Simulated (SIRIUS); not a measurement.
## Si under changes of volume

One of the cells (20.528 Å³/atom); the others are scaled copies at fixed shape and fractional positions:

```
Si
1.0
     3.85669    0.00000    0.00000
    -1.92835    3.33999    0.00000
     0.00000    0.00000    6.37456
Si
4
Direct
  0.66667 0.33333 0.93699
  0.33333 0.66667 0.43699
  0.66667 0.33333 0.56301
  0.33333 0.66667 0.06301
```

This isn't the form of Si at room conditions, which is diamond.

| Property | Result |
| --- | --- |
| Program | SIRIUS 7.12.0 |
| Functional | PBEsol |
| Potentials or basis | PseudoDojo 0.4.1 PBEsol standard (scalar relativistic) |
| Cutoff | 490 eV |
| Density cutoff | 1959 eV |
| k mesh | 8 × 8 × 4 |
| Occupations | fermi-dirac, width 0.05 eV |
| Spin | no spin polarisation |

| volume (Å³/atom) | energy over the lowest point (meV/atom) | pressure (GPa) | gap on the mesh (eV) | largest force (eV/Å) |
| --- | --- | --- | --- | --- |
| 18.918 | ? | ? | ? | ? |
| 19.321 | 6.09 | 3.5 | 0.21 | 0.009 |
| 19.723 | 0.00 | 1.4 | 0.26 | 0.000 |
| 20.528 | 2.58 | -2.3 | 0.34 | 0.017 |
| 20.931 | 10.29 | -3.9 | 0.38 | 0.024 |
| 21.333 | 21.71 | -5.3 | 0.42 | 0.030 |

Question: What does the run at 18.918 Å³/atom give?

Answer: Energy over the lowest point 17.84 meV/atom; pressure 5.8 GPa; gap on the mesh 0.16 eV; largest force 0.019 eV/Å.

Worked out: A Birch-Murnaghan fit of order 3 (a polynomial in V^(-2/3)) to the other rows has its minimum at 20.01 Å³/atom with B0 = V·E''(V) = 93 GPa and B' = 4.2 at fixed shape and positions, which overstates the stiffness. It gives 17.86 meV/atom at 18.918 Å³/atom, against the run's 17.84, and -dE/dV = 5.9 GPa, against 5.8. A straight line through the other rows of the gap, of slope 2.09 eV per unit of ln V, extrapolates to 0.17 eV, against the run's 0.16.

Energies are extrapolated to zero smearing.

A mesh can miss the band edges.
